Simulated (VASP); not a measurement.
# NaI (Pmma) in VASP: single point with PBEsol

Aim: the single point of NaI with PBEsol.

All numbers are computed with VASP 6.6.1; they aren't measurements. Logs are shortened: lines on timing, memory, paths and dates and some standing lists are left out, and cuts for length are marked.

## Step 1: Starting point

It takes space group Pmma (No. 51, orthorhombic). The conventional cell has a = 4.622 Å, b = 4.270 Å, c = 7.798 Å, α = 90.00°, β = 90.00°, γ = 90.00°. Na (site symmetry mm2) has 4 I at 3.15 Å as nearest neighbours. I (site symmetry mm2) has 4 Na at 3.15 Å as nearest neighbours.

Measurements of this composition are mostly on another form, of space group No. 225.

## Step 2: Single point, PBEsol

File INCAR:

```
PREC = Accurate ; ENCUT = 520
EDIFF = 1E-7 ; ISMEAR = 0
SIGMA = 0.01 ; LREAL = False
LASPH = True ; NELM = 100
ALGO = Normal ; ISIF = 2
LWAVE = False ; LCHARG = False
GGA = PS ; NBANDS = 22
```

File KPOINTS:

```
Automatic mesh
0
Gamma
  3 3 2
  0.5 0.5 0.5
```

File POSCAR:

```
NaI
1.0
    4.6222090000      0.0000000000      0.0000000000
    0.0000000000      4.2697020000      0.0000000000
    0.0000000000      0.0000000000      7.7983840000
Na I
2 2
Direct
    0.2500000000      0.5000000000      0.2750310000
    0.7500000000      0.5000000000      0.7249690000
    0.2500000000      0.0000000000      0.7424270000
    0.7500000000      0.0000000000      0.2575730000
```

Potentials or basis: VASP PAW PBE potentials, release 64 (Na_pv, I).

Command:

```bash
$ cat potpaw_PBE.64/Na_pv/POTCAR potpaw_PBE.64/I/POTCAR > POTCAR
$ mpirun -np 1 vasp_std > vasp.out
```

OUTCAR:

```text
PREC = Accurate
   ENCUT = 520
   EDIFF = 1E-7
   ISMEAR = 0
   LREAL = False
   LASPH = True
   NELM = 100
   ISIF = 2
   GGA = PS

 ion  position               nearest neighbor table
   1  0.250  0.500  0.275-   4 3.15   4 3.15   4 3.15   4 3.15
   2  0.750  0.500  0.725-   3 3.15   3 3.15   3 3.15   3 3.15
   3  0.250  0.000  0.742-   2 3.15   2 3.15   2 3.15   2 3.15
   4  0.750  0.000  0.258-   1 3.15   1 3.15   1 3.15   1 3.15

  LATTYP: Found a simple orthorhombic cell.
 ALAT       =     4.2697020000
 B/A-ratio  =     1.0825600944
 C/A-ratio  =     1.8264469043

  Lattice vectors:

 A1 = (   0.0000000000,  -4.2697020000,   0.0000000000)
 A2 = (   4.6222090000,   0.0000000000,   0.0000000000)
 A3 = (   0.0000000000,   0.0000000000,   7.7983840000)

Analysis of symmetry for initial positions (statically):
=====================================================================
 Subroutine PRICEL returns:
 Original cell was already a primitive cell.

 Routine SETGRP: Setting up the symmetry group for a
 simple orthorhombic supercell.

 Subroutine GETGRP returns: Found  8 space group operations
 (whereof  4 operations were pure point group operations)
 out of a pool of  8 trial point group operations.

The static configuration has the point symmetry C_2h.
 The point group associated with its full space group is D_2h.

Analysis of symmetry for dynamics (positions and initial velocities):
=====================================================================
 Subroutine PRICEL returns:
 Original cell was already a primitive cell.

 Routine SETGRP: Setting up the symmetry group for a
 simple orthorhombic supercell.

 Subroutine GETGRP returns: Found  8 space group operations
 (whereof  4 operations were pure point group operations)
 out of a pool of  8 trial point group operations.

The dynamic configuration has the point symmetry C_2h.
 The point group associated with its full space group is D_2h.

 Subroutine INISYM returns: Found  8 space group operations
 (whereof  4 operations are pure point group operations),
 and found     1 'primitive' translations

----------------------------------------------------------------------------------------

                                     Primitive cell

  volume of cell :     153.9047

  direct lattice vectors                    reciprocal lattice vectors
     4.622209000  0.000000000  0.000000000     0.216346773  0.000000000  0.000000000
     0.000000000  4.269702000  0.000000000     0.000000000  0.234208383  0.000000000
     0.000000000  0.000000000  7.798384000     0.000000000  0.000000000  0.128231695

  length of vectors
     4.622209000  4.269702000  7.798384000     0.216346773  0.234208383  0.128231695

  position of ions in fractional coordinates (direct lattice)
     0.250000000  0.500000000  0.275031000
     0.750000000  0.500000000  0.724969000
     0.250000000  0.000000000  0.742427000
     0.750000000  0.000000000  0.257573000

  ion indices of the primitive-cell ions
   primitive index   ion index
                 1           1
                 2           2
                 3           3
                 4           4

----------------------------------------------------------------------------------------

 KPOINTS: Automatic mesh

Automatic generation of k-mesh.
 Grid dimensions read from file:
 generate k-points for:    3    3    2

 Generating k-lattice:

  Cartesian coordinates                     Fractional coordinates (reciprocal lattice)
     0.072115591  0.000000000  0.000000000     0.333333333  0.000000000  0.000000000
     0.000000000  0.078069461  0.000000000     0.000000000  0.333333333  0.000000000
     0.000000000  0.000000000  0.064115848     0.000000000  0.000000000  0.500000000

  Length of vectors
     0.072115591  0.078069461  0.064115848

  Shift w.r.t. Gamma in fractional coordinates (k-lattice)
     0.500000000  0.500000000  0.500000000

 Subroutine IBZKPT returns following result:
 ===========================================

 Found      4 irreducible k-points:

 Following reciprocal coordinates:
            Coordinates               Weight
  0.166667  0.166667  0.250000      8.000000
  0.500000  0.166667  0.250000      4.000000
  0.166667  0.500000  0.250000      4.000000
  0.500000  0.500000  0.250000      2.000000
   k-points           NKPTS =      4   k-points in BZ     NKDIM =      4   number of bands    NBANDS=     22
   number of dos      NEDOS =    301   number of ions     NIONS =      4
   total plane-waves  NPLWV =  69120
   dimension x,y,z NGX =    36 NGY =   32 NGZ =   60
   dimension x,y,z NGXF=    72 NGYF=   64 NGZF=  120
   ions per type =               2   2
   NGX,Y,Z   is equivalent  to a cutoff of  12.95, 12.46, 12.79 a.u.
   NGXF,Y,Z  is equivalent  to a cutoff of  25.90, 24.92, 25.58 a.u.
 SYSTEM =  unknown system
   PREC   = accura    normal or accurate (medium, high low for compatibility)
   ISTART =      0    job   : 0-new  1-cont  2-samecut
   ICHARG =      2    charge: 1-file 2-atom 10-const
   ISPIN  =      1    spin polarized calculation?
   LNONCOLLINEAR =      F non collinear calculations
   LSORBIT =      F    spin-orbit coupling
   LASPH  =      T    aspherical Exc in radial PAW
   ENCUT  =  520.0 eV  38.22 Ry    6.18 a.u.   8.59  7.94 14.50*2*pi/ulx,y,z
   NELM   =    100;   NELMIN=  2; NELMDL= -5     # of ELM steps
   EDIFF  = 0.1E-06   stopping-criterion for ELM
   LREAL  =      F    real-space projection
   EDIFFG = 0.1E-05   stopping-criterion for IOM
   NSW    =      0    number of steps for IOM
   IBRION =     -1    ionic relax: 0-MD 1-quasi-New 2-CG
   NFREE  =      0    steps in history (QN), initial steepest desc. (CG)
   ISIF   =      2    stress and relaxation
   ISYM   =      2    0-nonsym 1-usesym 2-fastsym
   POTIM  = 0.5000    time-step for ionic-motion
   TEBEG  =    0.0;   TEEND  =   0.0 temperature during run
   PSTRESS=    0.0 pullay stress
   NELECT =      28.0000    total number of electrons
   NUPDOWN=      -1.0000    fix difference up-down
   EMIN   =  10.00;   EMAX   =-10.00  energy-range for DOS
   EFERMI =   0.00;   METHOD = LEGACY
   ISMEAR =     0;   SIGMA  =   0.01  broadening in eV -4-tet -1-fermi 0-gaus
   EFERMI_NEDOS =   21; number of points for ismear=-14 and -15
   IALGO  =     38    algorithm
   IMIX   =      4    mixing-type and parameters
     AMIX     =   0.40;   BMIX     =  1.00
     AMIX_MAG =   1.60;   BMIX_MAG =  1.00
  volume/ion in A,a.u.               =      38.48       259.65
  Fermi-wavevector in a.u.,A,eV,Ry     =   0.927635  1.752975 11.707893  0.860506
  Thomas-Fermi vector in A             =   2.053725
   LORBIT       =      0    0 simple, 1 ext, 2 COOP (PROOUT), +10 PAW based schemes
   GGA     = PS    functional components
   LHFCALC =     F    Hartree Fock is set to
   AEXX    =    0.0000 exact exchange contribution
   IVDW    =     0    specifies the selected vdW correction
   LEPSILON=     F    determine dielectric tensor
   LRPA    =     F    only Hartree local field effects (RPA)
 non-spin polarized calculation
 Gauss-broadening in eV      SIGMA  =   0.01
  energy-cutoff  :      520.00
  volume of cell :      153.90
 maximum number of plane-waves:      4152
 NGX is ok and might be reduce to    36
   NGX = 17   NGY = 15   NGZ = 29

 number of electron      28.0000009 magnetization

 Free energy of the ion-electron system (eV)
  ---------------------------------------------------
  ext. energy  EPLUGINS =         0.00000000
  ---------------------------------------------------
  free energy    TOTEN  =       -10.87635788 eV

  energy without entropy =      -10.87635788  energy(sigma->0) =      -10.87635788

 E-fermi :   0.2660     XC(G=0):  -7.2626

 val. band max:        0.2162774792   @ k =   0.1667   0.5000   0.2500
 cond. band min:       4.2616508846   @ k =   0.5000   0.5000   0.2500
 fundamental gap:      4.0453734055
 Fermi energy:         0.2659753702

 k-point     1 :       0.1667    0.1667    0.2500
  band No.  band energies     occupation
      1     -22.5623      2.00000
      2     -22.5595      2.00000
      3     -22.5171      2.00000
      4     -22.5167      2.00000
      5     -22.5165      2.00000
      6     -22.5156      2.00000
[... 14 lines left out ...]
     21       8.0293      0.00000
     22       8.4817      0.00000

 k-point     2 :       0.5000    0.1667    0.2500
  band No.  band energies     occupation
      1     -22.5608      2.00000
      2     -22.5608      2.00000
      3     -22.5184      2.00000
      4     -22.5184      2.00000
      5     -22.5163      2.00000
      6     -22.5163      2.00000
[... 14 lines left out ...]
     21       8.7130      0.00000
     22       8.7130      0.00000

 k-point     3 :       0.1667    0.5000    0.2500
  band No.  band energies     occupation
      1     -22.5620      2.00000
      2     -22.5592      2.00000
      3     -22.5215      2.00000
      4     -22.5209      2.00000
      5     -22.5157      2.00000
      6     -22.5147      2.00000
[... 14 lines left out ...]
     21       8.1176      0.00000
     22       8.9201      0.00000

 k-point     4 :       0.5000    0.5000    0.2500
  band No.  band energies     occupation
      1     -22.5605      2.00000
      2     -22.5605      2.00000
      3     -22.5204      2.00000
      4     -22.5204      2.00000
      5     -22.5172      2.00000
      6     -22.5172      2.00000
[... 14 lines left out ...]
     21       9.3877      0.00000
     22       9.3877      0.00000

------------------------ aborting loop because EDIFF is reached ----------------------------------------

  FORCE on cell =-STRESS in cart. coord.  units (eV):
  Direction    XX          YY          ZZ          XY          YZ          ZX
  --------------------------------------------------------------------------------------
  -------------------------------------------------------------------------------------
  Total       -0.7123393     -0.9430869     -0.3962362      0.0000000      0.0000000     -0.0000000
  in kB       -7.4155906     -9.8177176     -4.1248959      0.0000000      0.0000000     -0.0000000
  external PRESSURE =      -7.1194014 kB  Pullay stress =       0.0000000 kB

 VOLUME and BASIS-vectors are now :
 -----------------------------------------------------------------------------
  energy-cutoff  :      520.00
  volume of cell :      153.90
      direct lattice vectors                 reciprocal lattice vectors
     4.622209000  0.000000000  0.000000000     0.216346773  0.000000000  0.000000000
     0.000000000  4.269702000  0.000000000     0.000000000  0.234208383  0.000000000
     0.000000000  0.000000000  7.798384000     0.000000000  0.000000000  0.128231695

 POSITION                                       TOTAL-FORCE (eV/Angst)
 -----------------------------------------------------------------------------------
      1.15555      2.13485      2.14480        -0.000000      0.000000     -0.025855
      3.46666      2.13485      5.65359        -0.000000      0.000000      0.025855
      1.15555      0.00000      5.78973         0.000000      0.000000     -0.024452
      3.46666      0.00000      2.00865        -0.000000      0.000000      0.024452
 -----------------------------------------------------------------------------------
    total drift:                                0.000000      0.000000      0.000000

  FREE ENERGIE OF THE ION-ELECTRON SYSTEM (eV)
  ---------------------------------------------------
  free  energy   TOTEN  =       -10.8763578826 eV

  energy  without entropy=      -10.8763578826  energy(sigma->0) =      -10.87635788
```

Run time: 24 s. Hardware: 1 thread of AMD EPYC 7R43 (Zen 3), shared host; peak memory 0.2 GiB.

What came out:

| Item | Value |
| --- | --- |
| Free energy | -10.8764 eV |
| Pressure | -0.7 GPa |
| Largest force | 0.026 eV/Å |
| Band gap on the k mesh | 4.05 eV, indirect (least direct gap 4.32 eV) |

Forces on the atoms (eV/Å):
```
Na   0.000  0.000 -0.026
Na   0.000  0.000  0.026
I    0.000  0.000 -0.024
I    0.000  0.000  0.024
```

Stress tensor (GPa, compression positive):
```
-0.74  0.00  0.00
 0.00 -0.98  0.00
 0.00  0.00 -0.41
```

Caveat: the PAW data sets were made with another functional, which shifts forces and pressure a little; spin-orbit coupling is left out, which moves the levels of the heavy elements. A k mesh can miss the band edges.
